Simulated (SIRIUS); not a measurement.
# Sn (Pm-3m) in SIRIUS: reference runs

Reference runs on Sn: the cell as given.

Program: SIRIUS 7.10.0. These are calculated values, not measurements. Logs are shortened: lines on timing, memory, paths and dates and some standing lists are left out, and cuts for length are marked. The log counts tension as positive stress, the text compression.

### Step 1. The crystal as given

It takes space group Pm-3m (No. 221, cubic). Conventional cell: a = 4.558 Å, b = 4.558 Å, c = 4.558 Å, α = 90.00°, β = 90.00°, γ = 90.00°. Sn (site symmetry 4/mmm) is surrounded by 8 Sn at 3.22 Å.

The cell was built by a generator and needn't be a form met in nature.

### Step 2. Single point, PBE

File sirius.json:

```json
{
  "control": {
    "processing_unit": "cpu",
    "verbosity": 2,
    "num_bands_to_print": 31,
    "print_forces": true,
    "print_stress": true
  },
  "parameters": {
    "electronic_structure_method": "pseudopotential",
    "xc_functionals": ["XC_GGA_X_PBE", "XC_GGA_C_PBE"],
    "gk_cutoff": 8.5,
    "pw_cutoff": 17.0,
    "ngridk": [6, 6, 6],
    "shiftk": [0, 0, 0],
    "smearing": "fermi_dirac",
    "smearing_width": 0.0018374661,
    "num_bands": 31,
    "num_mag_dims": 0,
    "num_dft_iter": 100,
    "energy_tol": 1e-08,
    "density_tol": 1e-06
  },
  "iterative_solver": {
    "type": "davidson",
    "min_tolerance": 1e-09,
    "tolerance_scale": [0.1, 0.25]
  },
  "mixer": {
    "type": "anderson",
    "beta": 0.7,
    "max_history": 8
  },
  "settings": {
    "tol_ne": 1e-10,
    "pseudo_grid_cutoff": 6.5
  },
  "unit_cell": {
    "lattice_vectors": [
      [8.613674032224, 0.0, 0.0],
      [0.0, 8.613674032224, 0.0],
      [0.0, 0.0, 8.613674032224]
    ],
    "atom_coordinate_units": "lattice",
    "atom_types": ["Sn"],
    "atom_files": {
      "Sn": "Sn.json"
    },
    "atoms": {
      "Sn": [
        [0.5, 0.0, 0.0],
        [0.0, 0.5, 0.0],
        [0.0, 0.0, 0.5]
      ]
    }
  }
}
```

Potentials or basis: PseudoDojo 0.4.1 PBE standard (scalar relativistic).

Launch:

```bash
upf_to_json Sn.upf
OMP_NUM_THREADS=1 sirius.scf --input=sirius.json --output=out.json --task=0
```

What it wrote:

```text
[info] SIRIUS version : 7.10.0
[info] number of MPI ranks           : 1
[info] MPI grid                      : 1 1
[info] maximum number of OMP threads : 1
[fft] FFT context for density and potential
[fft] =====================================
[fft]   comm size                             : 1
[fft]   plane wave cutoff                     : 17
[fft]   grid size                             : 50 50 50   total : 125000
[fft]   grid limits                           : -24 25   -24 25   -24 25
[fft]   number of G-vectors within the cutoff : 26462
[fft]   local number of G-vectors             : 26462
[fft]   number of G-shells                    : 1378
[fft] FFT context for coarse grid
[fft] =====================================
[fft]   comm size                             : 1
[fft]   plane wave cutoff                     : 17
[fft]   grid size                             : 50 50 50   total : 125000
[fft]   grid limits                           : -24 25   -24 25   -24 25
[fft]   number of G-vectors within the cutoff : 26462
[fft]   local number of G-vectors             : 26462
[fft]   number of G-shells                    : 1378
[unit cell] lattice vectors
[unit cell]   a1 :       8.6136740322      0.0000000000      0.0000000000
[unit cell]   a2 :       0.0000000000      8.6136740322      0.0000000000
[unit cell]   a3 :       0.0000000000      0.0000000000      8.6136740322
[unit cell] reciprocal lattice vectors
[unit cell]   b1 :       0.7294431254      0.0000000000      0.0000000000
[unit cell]   b2 :       0.0000000000      0.7294431254      0.0000000000
[unit cell]   b3 :       0.0000000000      0.0000000000      0.7294431254
[unit cell] unit cell volume :       639.09482089 [a.u.^3]
[unit cell] 1/sqrt(omega)    :         0.03955645
[unit cell] MT volume        :         0.00000000 ( 0.00%)
[unit cell] IT volume        :       639.09482089 (100.00%)
[unit cell] number of atom types : 1
[unit cell] type id : 0 symbol : Sn mt_radius :  16.270000 num_atoms : 3
[unit cell] total number of atoms : 3
[unit cell] number of symmetry classes : 1
[unit cell] number of PAW atoms : 0
[unit cell] atom id  type id  class id             position                      vector_field
[unit cell] ------------------------------------------------------------------------------------------
[unit cell]      0        0        0      0.50000   0.00000   0.00000      0.00000   0.00000   0.00000
[unit cell]      1        0        0      0.00000   0.50000   0.00000      0.00000   0.00000   0.00000
[unit cell]      2        0        0      0.00000   0.00000   0.50000      0.00000   0.00000   0.00000
[... 291 lines left out ...]
[find] Free energy (E-TS)             :    -236.41120518 (Ha),    -472.82241036 (Ry)
[find] band gap (eV)                  :       0.00000000
[find] Efermi                         :       0.32211914
[find] iteration : 9, RMS : 4.607610870181e-08, energy difference : -3.958291472372e-10
[find] Hartree energy of density residual : 4.271825666686e-13
[find] bands are converged : true
[find] iterative solver converged : true
[find] converged after 10 SCF iterations!
[find] Charges and magnetic moments
[find] --------------------------------------------------------------------------------
[find] total charge          : 42.000000
[find] Energy
[find] --------------------------------------------------------------------------------
[find] valence_eval_sum               :     -11.76282565
[find] <rho|V^{XC}>                   :     -37.66396822
[find] <rho|E^{XC}>                   :     -66.08412584
[find] <mag|B^{XC}>                   :       0.00000000
[find] <rho|V^{H}>                    :     119.24109180
[find] one-electron contribution      :     -93.33994922 (Ha),    -186.67989844 (Ry)
[find] hartree contribution           :      59.62054590
[find] xc contribution                :     -66.08412584
[find] ewald contribution             :    -136.60699431
[find] PAW contribution               :       0.00000000
[find] smearing (-TS)                 :      -0.00067334
[find] SCF correction                 :      -0.00000836
[find] Total energy                   :    -236.41053184 (Ha),    -472.82106367 (Ry)
[find] Free energy (E-TS)             :    -236.41120518 (Ha),    -472.82241036 (Ry)
[find] band gap (eV)                  :       0.00000000
[find] Efermi                         :       0.32211914
[ground_state] === stress tensor components [kbar] ===
[ground_state] === stress_kin ===
[ground_state] -43215.487634    0.000000   -0.000000
[ground_state]     0.000000-43215.487634   -0.000000
[ground_state]    -0.000000   -0.000000-43215.487634
[ground_state] === stress_har ===
[ground_state] -9148.860404    0.000000    0.000000
[ground_state]     0.000000-9148.860404   -0.000000
[ground_state]     0.000000   -0.000000-9148.860404
[ground_state] === stress_ewald ===
[ground_state] 20962.544075    0.000000    0.000000
[ground_state]     0.00000020962.544075   -0.000000
[ground_state]     0.000000   -0.00000020962.544075
[ground_state] === stress_vloc ===
[ground_state]   514.075641    0.000000   -0.000000
[ground_state]     0.000000  514.075641    0.000000
[ground_state]    -0.000000    0.000000  514.075641
[ground_state] === stress_xc ===
[ground_state] -12747.104047    0.000000    0.000000
[ground_state]     0.000000-12747.104047   -0.000000
[ground_state]     0.000000   -0.000000-12747.104047
[ground_state] === stress_core ===
[ground_state] 18935.481065    0.000000    0.000000
[ground_state]     0.00000018935.481065    0.000000
[ground_state]     0.000000    0.00000018935.481065
[ground_state] === stress_nonloc ===
[ground_state] 24699.646965    0.000000    0.000000
[ground_state]     0.00000024699.646965    0.000000
[ground_state]     0.000000    0.00000024699.646965
[ground_state] === stress_us_nl ===
[ground_state] 24699.646965    0.000000    0.000000
[ground_state]     0.00000024699.646965    0.000000
[ground_state]     0.000000    0.00000024699.646965
[ground_state] === stress_total ===
[ground_state]     0.295660    0.000000   -0.000000
[ground_state]     0.000000    0.295660   -0.000000
[ground_state]    -0.000000   -0.000000    0.295660
[ground_state] ==== total Forces in Ha/bohr =====
[ground_state] atom:    0, force:       0.0000000      0.0000000      0.0000000
[ground_state] atom:    1, force:       0.0000000      0.0000000      0.0000000
[ground_state] atom:    2, force:       0.0000000      0.0000000      0.0000000
[ground_state] ==== ultrasoft contribution from Qij =====
[ground_state] atom:    0, force:       0.0000000      0.0000000      0.0000000
[ground_state] atom:    1, force:       0.0000000      0.0000000      0.0000000
[ground_state] atom:    2, force:       0.0000000      0.0000000      0.0000000
[ground_state] ==== non-local contribution from Beta-projector =====
[ground_state] atom:    0, force:       0.0000000      0.0000000      0.0000000
[ground_state] atom:    1, force:       0.0000000      0.0000000      0.0000000
[ground_state] atom:    2, force:       0.0000000      0.0000000      0.0000000
[ground_state] ==== contribution from local potential =====
[ground_state] atom:    0, force:       0.0000000      0.0000000      0.0000000
[ground_state] atom:    1, force:       0.0000000      0.0000000      0.0000000
[ground_state] atom:    2, force:       0.0000000      0.0000000      0.0000000
[ground_state] ==== contribution from core density =====
[ground_state] atom:    0, force:       0.0000000      0.0000000      0.0000000
[ground_state] atom:    1, force:       0.0000000      0.0000000      0.0000000
[ground_state] atom:    2, force:       0.0000000      0.0000000      0.0000000
[ground_state] ==== Ewald forces from ions =====
[ground_state] atom:    0, force:       0.0000000      0.0000000      0.0000000
[ground_state] atom:    1, force:       0.0000000      0.0000000      0.0000000
[ground_state] atom:    2, force:       0.0000000      0.0000000      0.0000000
[~DFT_ground_state] local op. applied: 14730
[~DFT_ground_state] evp. work count: 1867.12
[~DFT_ground_state] number of iterative solver steps: 982
```

It took 1.7 min on 1 thread of Arm Neoverse V2, shared host; peak memory 0.5 GiB.

What came out:

```yaml
Free_energy: -6433.0766 eV
Pressure: 0.0 GPa
Band_gap_on_the_k_mesh: none (metal or under the smearing width)
```
